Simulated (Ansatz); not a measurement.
**Molecular dynamics of Li15O8**

Input:

```yaml
crystal:
  lattice:
    - [0.0, 4.67327, 4.67327]
    - [4.67327, 0.0, 4.67327]
    - [4.67327, 4.67327, 0.0]
  atoms:
    - { symbol: Li, position: [0.125, 0.125, 0.125] }
    - { symbol: Li, position: [0.375, 0.375, 0.375] }
    - { symbol: O, position: [0.0, 0.0, 0.0] }
    - { symbol: Li, position: [0.125, 0.125, 0.625] }
    - { symbol: Li, position: [0.375, 0.375, 0.875] }
    - { symbol: O, position: [0.0, 0.0, 0.5] }
    - { symbol: Li, position: [0.125, 0.625, 0.125] }
    - { symbol: Li, position: [0.375, 0.875, 0.375] }
    - { symbol: O, position: [0.0, 0.5, 0.0] }
    - { symbol: Li, position: [0.125, 0.625, 0.625] }
    - { symbol: Li, position: [0.375, 0.875, 0.875] }
    - { symbol: O, position: [0.0, 0.5, 0.5] }
    - { symbol: Li, position: [0.875, 0.375, 0.375] }
    - { symbol: O, position: [0.5, 0.0, 0.0] }
    - { symbol: Li, position: [0.625, 0.125, 0.625] }
    - { symbol: Li, position: [0.875, 0.375, 0.875] }
    - { symbol: O, position: [0.5, 0.0, 0.5] }
    - { symbol: Li, position: [0.625, 0.625, 0.125] }
    - { symbol: Li, position: [0.875, 0.875, 0.375] }
    - { symbol: O, position: [0.5, 0.5, 0.0] }
    - { symbol: Li, position: [0.625, 0.625, 0.625] }
    - { symbol: Li, position: [0.875, 0.875, 0.875] }
    - { symbol: O, position: [0.5, 0.5, 0.5] }
basis:
  ecutwfc: 500.0
kpoints:
  mp_grid: { grid: [2, 2, 2] }
hamiltonian:
  xc: r2scan
scf:
  occupations: { method: fermi_dirac, width: 0.05 }
  lower_state_search: "off"
md:
  timestep: 1.5
  n_steps: 30
  ensemble: nvt_langevin
  temperature: 700.0
  initial_velocities: maxwell_boltzmann
  seed: 862532
  friction: 0.02
```

Run as:

```bash
$ ansatz run input.yaml --threads 2 --pin off --max-ram 5120MiB --backend cpu --events-out ev --progress --plain --runs-dir out
```

It starts from an unrelaxed structure (largest force component 0.73 eV/Å).

Output, in part (one step line in 2):

```
md step     0: t =     0.00 fs  T =   669.6 K  F+E_penalty+E_count = -7647.58825507 eV  E_kin = 1.990604 eV  (16 SCF iters)
md step     2: t =     3.00 fs  T =   668.1 K  F+E_penalty+E_count = -7647.60444625 eV  E_kin = 1.986225 eV  (15 SCF iters)
md step     4: t =     6.00 fs  T =   586.1 K  F+E_penalty+E_count = -7647.50725192 eV  E_kin = 1.742384 eV  (15 SCF iters)
md step     6: t =     9.00 fs  T =   510.9 K  F+E_penalty+E_count = -7647.33791889 eV  E_kin = 1.519035 eV  (12 SCF iters)
md step     8: t =    12.00 fs  T =   409.8 K  F+E_penalty+E_count = -7647.17987535 eV  E_kin = 1.218205 eV  (12 SCF iters)
md step    10: t =    15.00 fs  T =   385.2 K  F+E_penalty+E_count = -7647.07744887 eV  E_kin = 1.145059 eV  (15 SCF iters)
md step    12: t =    18.00 fs  T =   452.7 K  F+E_penalty+E_count = -7646.98922914 eV  E_kin = 1.345780 eV  (12 SCF iters)
md step    14: t =    21.00 fs  T =   498.3 K  F+E_penalty+E_count = -7646.91721708 eV  E_kin = 1.481462 eV  (11 SCF iters)
md step    16: t =    24.00 fs  T =   481.7 K  F+E_penalty+E_count = -7646.86701571 eV  E_kin = 1.432179 eV  (11 SCF iters)
md step    18: t =    27.00 fs  T =   477.0 K  F+E_penalty+E_count = -7646.78579001 eV  E_kin = 1.418098 eV  (11 SCF iters)
md step    20: t =    30.00 fs  T =   483.3 K  F+E_penalty+E_count = -7646.68409892 eV  E_kin = 1.436763 eV  (15 SCF iters)
md step    22: t =    33.00 fs  T =   567.5 K  F+E_penalty+E_count = -7646.65227419 eV  E_kin = 1.687059 eV  (12 SCF iters)
md step    24: t =    36.00 fs  T =   601.8 K  F+E_penalty+E_count = -7646.64957743 eV  E_kin = 1.789207 eV  (12 SCF iters)
md step    26: t =    39.00 fs  T =   551.1 K  F+E_penalty+E_count = -7646.63392070 eV  E_kin = 1.638443 eV  (12 SCF iters)
md step    28: t =    42.00 fs  T =   538.6 K  F+E_penalty+E_count = -7646.64750058 eV  E_kin = 1.601345 eV  (13 SCF iters)
md step    30: t =    45.00 fs  T =   405.0 K  F+E_penalty+E_count = -7646.61867957 eV  E_kin = 1.203975 eV  (16 SCF iters)
```

All steps were run. The mean temperature of the second half is 27 % below the set value. A run of 0.045 ps of so small a system gives no equilibrium averages. Limits of this set-up: coarse k mesh, odd electron count without spin.

Mean squared displacements from the first frame to the last, about the centre of mass: Li 0.09 Å², O 0.04 Å².

Last frame:

```xyz
23
Lattice="0.0000 4.6733 4.6733 4.6733 0.0000 4.6733 4.6733 4.6733 0.0000" Properties=species:S:1:pos:R:3
Li 1.321 1.435 1.214
Li 3.397 3.405 3.570
O -0.061 0.148 0.096
Li 3.701 3.514 1.224
Li 5.823 6.155 3.659
O 2.603 2.439 0.141
Li 3.371 1.127 3.490
Li 5.790 3.662 6.414
O 2.283 0.126 2.234
Li 5.952 3.586 3.428
Li 8.305 5.923 5.861
O 4.572 2.428 2.369
Li 3.728 5.877 5.877
O -0.139 2.298 2.520
Li 3.605 5.665 3.349
Li 5.821 8.294 5.574
O 2.401 4.835 2.440
Li 3.503 3.368 5.926
Li 5.867 5.449 8.285
O 2.430 2.249 4.828
Li 5.992 6.150 6.155
Li 8.524 8.020 8.520
O 4.500 4.625 4.645
```

Run time: 9.9 min on 2 threads of AMD EPYC 7R43 64-Core Processor (Zen 3) (shared host), peak memory 1.2 GiB.
